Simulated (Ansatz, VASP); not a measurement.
## Two plane-wave programs on PbS

```
CELL_PARAMETERS angstrom
0.00000 2.94841 2.94841
2.94841 0.00000 2.94841
2.94841 2.94841 0.00000
ATOMIC_POSITIONS crystal
Pb 0.50000 0.50000 0.50000
S 0.00000 0.00000 0.00000
```

Alike in both runs: task single point; functional PBE; k mesh 10 × 10 × 10; occupations gaussian, width 0.05 eV; no spin polarisation.

```csv
,VASP,Ansatz
version,VASP 6.6.1,Ansatz 0.2.0
potentials or method,"VASP PAW PBE potentials, release 64 (Pb_d, S)","scalar-relativistic, plane waves, PAW"
plane-wave cutoff (eV),520,420
valence electrons in the cell,20,20
```

|  | VASP | Ansatz | Ansatz less VASP |
| --- | --- | --- | --- |
| gap on the k mesh at the Fermi level (eV) | 0.30 | 0.29 | -0.007 |
| least direct gap on the mesh (eV) | 0.30 | 0.29 | -0.007 |
| pressure (GPa) | 3.3 | 3.4 | +0.08 |

Caveats: spin-orbit coupling is left out, which as a rule narrows the gap of such compounds by several tenths of an eV.
